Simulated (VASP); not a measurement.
# Sb (R-3m) in VASP: further runs

One crystal, Sb, is run at these levels: PBEsol, r2SCAN; tasks: single point.

Everything below comes from runs of VASP 6.6.1. Logs are shortened: lines on timing, memory, paths and dates and some standing lists are left out, and cuts for length are marked.

### Step 1. Starting point

The structure is trigonal, space group R-3m (No. 166). The conventional cell has a = 4.326 Å, b = 4.326 Å, c = 11.040 Å, α = 90.00°, β = 90.00°, γ = 120.00°. Sb (site symmetry 3m) is surrounded by 6 Sb at 2.93 to 3.29 Å.

### Step 2. Single point, PBEsol

INCAR

```
SYSTEM = Sb
  PREC = Accurate
  ENCUT = 700
  EDIFF = 1E-6
  ISMEAR = 0
  SIGMA = 0.1
  LREAL = .FALSE.
  LASPH = .TRUE.
  NELM = 80
  ALGO = Normal
  ISIF = 2
  LWAVE = .FALSE.
  LCHARG = .TRUE.
  GGA = PS
  LELF = .TRUE.
  LVHAR = .TRUE.
  NBANDS = 12
```

KPOINTS

```
Automatic mesh
0
G
  12 12 12
  0 0 0
```

POSCAR

```
Sb
1.0
    2.1629700000      1.2487900000      3.6801000000
   -2.1629700000      1.2487900000      3.6801000000
    0.0000000000     -2.4975800000      3.6801000000
Sb
2
Direct
    0.2362400000      0.2362400000      0.2362400000
    0.7637600000      0.7637600000      0.7637600000
```

Potentials or basis: VASP PAW PBE potentials, release 64 (Sb).

Run with:

```
$ cat potpaw_PBE.64/Sb/POTCAR > POTCAR
$ mpirun -np 1 vasp_std > vasp.out
```

OUTCAR:

```text
SYSTEM = Sb
   PREC = Accurate
   ENCUT = 700
   EDIFF = 1E-6
   ISMEAR = 0
   LREAL = .FALSE.
   LASPH = .TRUE.
   NELM = 80
   ISIF = 2
   GGA = PS

 ion  position               nearest neighbor table
   1  0.236  0.236  0.236-   2 2.93   2 2.93   2 2.93   2 3.29   2 3.29   2 3.29
   2  0.764  0.764  0.764-   1 2.93   1 2.93   1 2.93   1 3.29   1 3.29   1 3.29

  LATTYP: Found a trigonal (rhomboedric) cell.
 ALAT       =     4.4475894252
 COS(alpha) =     0.5269777064

  Lattice vectors:

 A1 = (   2.1629700000,   1.2487900000,   3.6801000000)
 A2 = (  -2.1629700000,   1.2487900000,   3.6801000000)
 A3 = (   0.0000000000,  -2.4975800000,   3.6801000000)

Analysis of symmetry for initial positions (statically):
=====================================================================
 Subroutine PRICEL returns:
 Original cell was already a primitive cell.

 Routine SETGRP: Setting up the symmetry group for a
 trigonal (rhombohedral) supercell.

 Subroutine GETGRP returns: Found 12 space group operations
 (whereof 12 operations were pure point group operations)
 out of a pool of 12 trial point group operations.

The static configuration has the point symmetry D_3d.

Analysis of symmetry for dynamics (positions and initial velocities):
=====================================================================
 Subroutine PRICEL returns:
 Original cell was already a primitive cell.

 Routine SETGRP: Setting up the symmetry group for a
 trigonal (rhombohedral) supercell.

 Subroutine GETGRP returns: Found 12 space group operations
 (whereof 12 operations were pure point group operations)
 out of a pool of 12 trial point group operations.

The dynamic configuration has the point symmetry D_3d.

 Subroutine INISYM returns: Found 12 space group operations
 (whereof 12 operations are pure point group operations),
 and found     1 'primitive' translations

----------------------------------------------------------------------------------------

                                     Primitive cell

  volume of cell :      59.6418

  direct lattice vectors                    reciprocal lattice vectors
     2.162970000  1.248790000  3.680100000     0.231163631  0.133462525  0.090577249
    -2.162970000  1.248790000  3.680100000    -0.231163631  0.133462525  0.090577249
     0.000000000 -2.497580000  3.680100000     0.000000000 -0.266925050  0.090577249

  length of vectors
     4.447589425  4.447589425  4.447588320     0.281874277  0.281874277  0.281874476

  position of ions in fractional coordinates (direct lattice)
     0.236240000  0.236240000  0.236240000
     0.763760000  0.763760000  0.763760000

  ion indices of the primitive-cell ions
   primitive index   ion index
                 1           1
                 2           2

----------------------------------------------------------------------------------------

 KPOINTS: Automatic mesh

Automatic generation of k-mesh.
 Grid dimensions read from file:
 generate k-points for:   12   12   12

 Generating k-lattice:

  Cartesian coordinates                     Fractional coordinates (reciprocal lattice)
     0.019263636  0.011121877  0.007548104     0.083333333  0.000000000  0.000000000
    -0.019263636  0.011121877  0.007548104     0.000000000  0.083333333  0.000000000
     0.000000000 -0.022243754  0.007548104     0.000000000  0.000000000  0.083333333

  Length of vectors
     0.023489523  0.023489523  0.023489540

  Shift w.r.t. Gamma in fractional coordinates (k-lattice)
     0.000000000  0.000000000  0.000000000

 Subroutine IBZKPT returns following result:
 ===========================================

 Found    189 irreducible k-points:

 Following reciprocal coordinates:
            Coordinates               Weight
  0.000000  0.000000  0.000000      1.000000
  0.083333 -0.000000 -0.000000      6.000000
  0.166667 -0.000000  0.000000      6.000000
  0.250000  0.000000  0.000000      6.000000
  0.333333 -0.000000 -0.000000      6.000000
  0.416667 -0.000000  0.000000      6.000000
[... 16 lines left out ...]
  0.500000  0.166667 -0.000000     12.000000
 -0.416667  0.166667 -0.000000     12.000000
 [... further k-points ...]
   k-points           NKPTS =    189   k-points in BZ     NKDIM =    189   number of bands    NBANDS=     12
   number of dos      NEDOS =    301   number of ions     NIONS =      2
   total plane-waves  NPLWV =  64000
   dimension x,y,z NGX =    40 NGY =   40 NGZ =   40
   dimension x,y,z NGXF=    80 NGYF=   80 NGZF=   80
   ions per type =               2
   NGX,Y,Z   is equivalent  to a cutoff of  14.95, 14.95, 14.95 a.u.
   NGXF,Y,Z  is equivalent  to a cutoff of  29.90, 29.90, 29.90 a.u.
 SYSTEM =  Sb
   PREC   = accura    normal or accurate (medium, high low for compatibility)
   ISTART =      0    job   : 0-new  1-cont  2-samecut
   ICHARG =      2    charge: 1-file 2-atom 10-const
   ISPIN  =      1    spin polarized calculation?
   LNONCOLLINEAR =      F non collinear calculations
   LSORBIT =      F    spin-orbit coupling
   LASPH  =      T    aspherical Exc in radial PAW
   ENCUT  =  700.0 eV  51.45 Ry    7.17 a.u.   9.59  9.59  9.59*2*pi/ulx,y,z
   NELM   =     80;   NELMIN=  2; NELMDL= -5     # of ELM steps
   EDIFF  = 0.1E-05   stopping-criterion for ELM
   LREAL  =      F    real-space projection
   EDIFFG = 0.1E-04   stopping-criterion for IOM
   NSW    =      0    number of steps for IOM
   IBRION =     -1    ionic relax: 0-MD 1-quasi-New 2-CG
   NFREE  =      0    steps in history (QN), initial steepest desc. (CG)
   ISIF   =      2    stress and relaxation
   ISYM   =      2    0-nonsym 1-usesym 2-fastsym
   POTIM  = 0.5000    time-step for ionic-motion
   TEBEG  =    0.0;   TEEND  =   0.0 temperature during run
   PSTRESS=    0.0 pullay stress
   NELECT =      10.0000    total number of electrons
   NUPDOWN=      -1.0000    fix difference up-down
   EMIN   =  10.00;   EMAX   =-10.00  energy-range for DOS
   EFERMI =   0.00;   METHOD = LEGACY
   ISMEAR =     0;   SIGMA  =   0.10  broadening in eV -4-tet -1-fermi 0-gaus
   EFERMI_NEDOS =   21; number of points for ismear=-14 and -15
   IALGO  =     38    algorithm
   IMIX   =      4    mixing-type and parameters
     AMIX     =   0.40;   BMIX     =  1.00
     AMIX_MAG =   1.60;   BMIX_MAG =  1.00
  volume/ion in A,a.u.               =      29.82       201.24
  Fermi-wavevector in a.u.,A,eV,Ry     =   0.902730  1.705912 11.087681  0.814922
  Thomas-Fermi vector in A             =   2.025969
   LORBIT       =      0    0 simple, 1 ext, 2 COOP (PROOUT), +10 PAW based schemes
   GGA     = PS    functional components
   LHFCALC =     F    Hartree Fock is set to
   AEXX    =    0.0000 exact exchange contribution
   IVDW    =     0    specifies the selected vdW correction
   LEPSILON=     F    determine dielectric tensor
   LRPA    =     F    only Hartree local field effects (RPA)
 non-spin polarized calculation
 Gauss-broadening in eV      SIGMA  =   0.10
  energy-cutoff  :      700.00
  volume of cell :       59.64
 maximum number of plane-waves:      2535
   NGX = 19   NGY = 19   NGZ = 19

 number of electron      10.0000000 magnetization

 Free energy of the ion-electron system (eV)
  ---------------------------------------------------
  ext. energy  EPLUGINS =         0.00000000
  ---------------------------------------------------
  free energy    TOTEN  =        -9.11808235 eV

  energy without entropy =       -9.11741961  energy(sigma->0) =       -9.11775098

 E-fermi :   7.1948     XC(G=0):  -9.7292

 val. band max:        7.1937215848   @ k =  -0.4167   0.5000   0.4167
 cond. band min:       7.3165867439   @ k =   0.3333   0.1667   0.1667
 fundamental gap:      0.1228651590
 Fermi energy:         7.1947801081

 k-point     1 :       0.0000    0.0000    0.0000
  band No.  band energies     occupation
      1      -5.4931      2.00000
      2       2.5382      2.00000
      3       5.2946      2.00000
      4       5.4380      2.00000
      5       5.4380      2.00000
      6       9.5952      0.00000
      7      10.0753      0.00000
      8      10.0753      0.00000
      9      12.1724      0.00000
     10      12.1724      0.00000
     11      12.3249      0.00000
     12      13.7509      0.00000

 k-point     2 :       0.0833   -0.0000   -0.0000
  band No.  band energies     occupation
      1      -5.4161      2.00000
      2       2.1598      2.00000
      3       5.3175      2.00000
      4       5.4297      2.00000
      5       5.6214      2.00000
      6       9.4988      0.00000
      7       9.8465      0.00000
      8       9.8477      0.00000
      9      11.8819      0.00000
     10      12.2086      0.00000
     11      12.2094      0.00000
     12      14.3261      0.00000

 k-point     3 :       0.1667   -0.0000    0.0000
  band No.  band energies     occupation
      1      -5.1858      2.00000
      2       1.2936      2.00000
      3       5.3395      2.00000
      4       5.4148      2.00000
      5       5.9819      2.00000
      6       9.1204      0.00000
      7       9.2827      0.00000
      8       9.3061      0.00000
      9      11.7447      0.00000
     10      12.3169      0.00000
     11      12.5291      0.00000
     12      15.5119      0.00000

 k-point     4 :       0.2500    0.0000    0.0000
  band No.  band energies     occupation
      1      -4.8049      2.00000
      2       0.2558      2.00000
      3       5.3921      2.00000
      4       5.4143      2.00000
      5       6.2790      2.00000
      6       8.5208      0.00000
      7       8.6332      0.00000
      8       8.6617      0.00000
      9      12.1573      0.00000
     10      12.8454      0.00000
     11      13.1898      0.00000
     12      16.9947      0.00000

 k-point     5 :       0.3333   -0.0000   -0.0000
  band No.  band energies     occupation
      1      -4.2798      2.00000
      2      -0.8018      2.00000
      3       5.4416      2.00000
      4       5.4921      2.00000
      5       6.5037      2.00000
      6       7.8925      0.00000
      7       8.0633      0.00000
      8       8.0783      0.00000
      9      12.9821      0.00000
     10      13.7349      0.00000
     11      14.1171      0.00000
     12      17.9862      0.00000
[... 228 lines left out ...]
      1      -4.4176      2.00000
      2      -0.1124      2.00000
      3       4.2193      2.00000
      4       4.5897      2.00000
      5       5.5145      2.00000
      6       9.0152      0.00000
      7       9.7520      0.00000
      8      10.1066      0.00000
      9      11.0457      0.00000
     10      14.4627      0.00000
     11      14.7806      0.00000
     12      16.2856      0.00000

 k-point    22 :       0.4167    0.1667   -0.0000
  band No.  band energies     occupation
      1      -3.8702      2.00000
      2      -1.0288      2.00000
      3       4.0357      2.00000
      4       4.6034      2.00000
      5       5.2365      2.00000
      6       9.1925      0.00000
      7       9.3587      0.00000
      8       9.8285      0.00000
      9      11.6360      0.00000
     10      15.3043      0.00000
     11      15.9033      0.00000
     12      16.6720      0.00000

 k-point    23 :       0.5000    0.1667   -0.0000
  band No.  band energies     occupation
      1      -3.2173      2.00000
      2      -1.9161      2.00000
      3       3.7664      2.00000
      4       4.7727      2.00000
      5       5.2937      2.00000
      6       8.7078      0.00000
      7       8.9782      0.00000
      8      10.0452      0.00000
      9      12.7029      0.00000
     10      15.3317      0.00000
     11      16.2028      0.00000
     12      16.4276      0.00000

 k-point    24 :      -0.4167    0.1667   -0.0000
  band No.  band energies     occupation
      1      -2.9331      2.00000
      2      -2.2597      2.00000
      3       3.5543      2.00000
      4       5.1109      2.00000
      5       5.5491      2.00000
      6       8.1812      0.00000
      7       8.5963      0.00000
      8      10.3869      0.00000
      9      13.8428      0.00000
     10      14.2412      0.00000
     11      14.8971      0.00000
     12      17.5404      0.00000

 [... further k-points ...]
[... 5 lines left out ...]
  --------------------------------------------------------------------------------------
  -------------------------------------------------------------------------------------
  Total        0.0061789      0.0061789      0.0041151      0.0000000      0.0000000      0.0000000
  in kB        0.1659863      0.1659860      0.1105458      0.0000000      0.0000000      0.0000000
  external PRESSURE =       0.1475060 kB  Pullay stress =       0.0000000 kB

 VOLUME and BASIS-vectors are now :
 -----------------------------------------------------------------------------
  energy-cutoff  :      700.00
  volume of cell :       59.64
      direct lattice vectors                 reciprocal lattice vectors
     2.162970000  1.248790000  3.680100000     0.231163631  0.133462525  0.090577249
    -2.162970000  1.248790000  3.680100000    -0.231163631  0.133462525  0.090577249
     0.000000000 -2.497580000  3.680100000     0.000000000 -0.266925050  0.090577249

 POSITION                                       TOTAL-FORCE (eV/Angst)
 -----------------------------------------------------------------------------------
      0.00000      0.00000      2.60816         0.000000     -0.000000     -0.001590
      0.00000      0.00000      8.43214         0.000000      0.000000      0.001590
 -----------------------------------------------------------------------------------
    total drift:                               -0.000000      0.000000     -0.000000

  FREE ENERGIE OF THE ION-ELECTRON SYSTEM (eV)
  ---------------------------------------------------
  free  energy   TOTEN  =        -9.1180823469 eV

  energy  without entropy=       -9.1174196142  energy(sigma->0) =       -9.11775098
```

Run time: 60 s. Hardware: 1 thread of Intel Xeon 6975P-C (Granite Rapids), shared host; peak memory 0.36 GiB.

What came out:

```
Free energy            : -9.1181 eV
Pressure               : 0.0 GPa
Band gap on the k mesh : none (metal or under the smearing width)
```

Levels at points of the mesh, in eV from the Fermi level:
```tsv
k point	band 2	band 3	band 4	band 5	band 6	band 7	band 8	band 9
(0.00, 0.00, 0.00)	-4.66	-1.90	-1.76	-1.76	2.40	2.88	2.88	4.98
(0.50, 0.00, 0.00)	-9.66	-1.69	-1.51	-0.26	-0.14	0.26	0.33	7.88
(0.50, 0.50, 0.00)	-7.83	-5.53	-3.71	-3.67	1.63	5.12	5.51	7.17
(0.50, 0.50, 0.50)	-9.10	-1.19	-1.19	-0.43	0.00	0.00	0.97	7.33
```

Caveat: the PAW data sets were made with another functional, which shifts forces and pressure a little. The run has no spin-orbit coupling, so splittings on Sb are missing.

### Step 3. Single point, PBEsol

INCAR, as its differences from that of step 2:

```diff
@@ -2,3 +2,3 @@
   PREC = Accurate
-  ENCUT = 700
+  ENCUT = 520
   EDIFF = 1E-6
```

KPOINTS

```
Automatic mesh
0
G
  18 18 18
  0 0 0
```

POSCAR is that of step 2.

Potentials or basis: VASP PAW PBE potentials, release 64 (Sb).

Run with:

```
$ cat potpaw_PBE.64/Sb/POTCAR > POTCAR
$ mpirun -np 1 vasp_std > vasp.out
```

OUTCAR:

```text
SYSTEM = Sb
   PREC = Accurate
   ENCUT = 520
   EDIFF = 1E-6
   ISMEAR = 0
   LREAL = .FALSE.
   LASPH = .TRUE.
   NELM = 80
   ISIF = 2
   GGA = PS

 ion  position               nearest neighbor table
   1  0.236  0.236  0.236-   2 2.93   2 2.93   2 2.93   2 3.29   2 3.29   2 3.29
   2  0.764  0.764  0.764-   1 2.93   1 2.93   1 2.93   1 3.29   1 3.29   1 3.29

  LATTYP: Found a trigonal (rhomboedric) cell.
 ALAT       =     4.4475894252
 COS(alpha) =     0.5269777064

  Lattice vectors:

 A1 = (   2.1629700000,   1.2487900000,   3.6801000000)
 A2 = (  -2.1629700000,   1.2487900000,   3.6801000000)
 A3 = (   0.0000000000,  -2.4975800000,   3.6801000000)

Analysis of symmetry for initial positions (statically):
=====================================================================
 Subroutine PRICEL returns:
 Original cell was already a primitive cell.

 Routine SETGRP: Setting up the symmetry group for a
 trigonal (rhombohedral) supercell.

 Subroutine GETGRP returns: Found 12 space group operations
 (whereof 12 operations were pure point group operations)
 out of a pool of 12 trial point group operations.

The static configuration has the point symmetry D_3d.

Analysis of symmetry for dynamics (positions and initial velocities):
[... 168 lines left out ...]
 k-point     1 :       0.0000    0.0000    0.0000
  band No.  band energies     occupation
      1      -5.4933      2.00000
      2       2.5393      2.00000
      3       5.2955      2.00000
      4       5.4379      2.00000
      5       5.4379      2.00000
      6       9.5928      0.00000
      7      10.0750      0.00000
      8      10.0750      0.00000
      9      12.1733      0.00000
     10      12.1733      0.00000
     11      12.3274      0.00000
     12      13.7509      0.00000
[... 331 lines left out ...]
 k-point    24 :      -0.2222    0.0556   -0.0000
  band No.  band energies     occupation
      1      -4.8202      2.00000
      2       0.3419      2.00000
      3       4.9132      2.00000
      4       5.7336      2.00000
      5       6.3460      2.00000
      6       8.2278      0.00000
      7       8.2923      0.00000
      8       9.5591      0.00000
      9      11.8799      0.00000
     10      12.6624      0.00000
     11      13.6084      0.00000
     12      16.1570      0.00000

 [... further k-points ...]
[... 5 lines left out ...]
  --------------------------------------------------------------------------------------
  -------------------------------------------------------------------------------------
  Total        0.0002708      0.0002708      0.0074983     -0.0000000      0.0000000      0.0000000
  in kB        0.0072750      0.0072750      0.2014301     -0.0000000      0.0000000      0.0000000
  external PRESSURE =       0.0719933 kB  Pullay stress =       0.0000000 kB

 VOLUME and BASIS-vectors are now :
 -----------------------------------------------------------------------------
  energy-cutoff  :      520.00
  volume of cell :       59.64
      direct lattice vectors                 reciprocal lattice vectors
     2.162970000  1.248790000  3.680100000     0.231163631  0.133462525  0.090577249
    -2.162970000  1.248790000  3.680100000    -0.231163631  0.133462525  0.090577249
     0.000000000 -2.497580000  3.680100000     0.000000000 -0.266925050  0.090577249

 POSITION                                       TOTAL-FORCE (eV/Angst)
 -----------------------------------------------------------------------------------
      0.00000      0.00000      2.60816         0.000000      0.000000      0.020197
      0.00000      0.00000      8.43214         0.000000      0.000000     -0.020197
 -----------------------------------------------------------------------------------
    total drift:                               -0.000000      0.000000     -0.000000

  FREE ENERGIE OF THE ION-ELECTRON SYSTEM (eV)
  ---------------------------------------------------
  free  energy   TOTEN  =        -9.1151651659 eV

  energy  without entropy=       -9.1140626719  energy(sigma->0) =       -9.11461392
```

Run time: 1.8 min. Hardware: 1 thread of Intel Xeon 6975P-C (Granite Rapids), shared host; peak memory 0.47 GiB.

Results:

```yaml
Free_energy: -9.1152 eV
Pressure: 0.0 GPa
Largest_force: 0.020 eV/Å
Band_gap_on_the_k_mesh: none (metal or under the smearing width)
```

Forces on the atoms (eV/Å):
```
Sb   0.000  0.000  0.020
Sb   0.000  0.000 -0.020
```

Caveat: the PAW data sets were made with another functional, which shifts forces and pressure a little. The run has no spin-orbit coupling, so splittings on Sb are missing.

(Continued in part 2 of 2.)
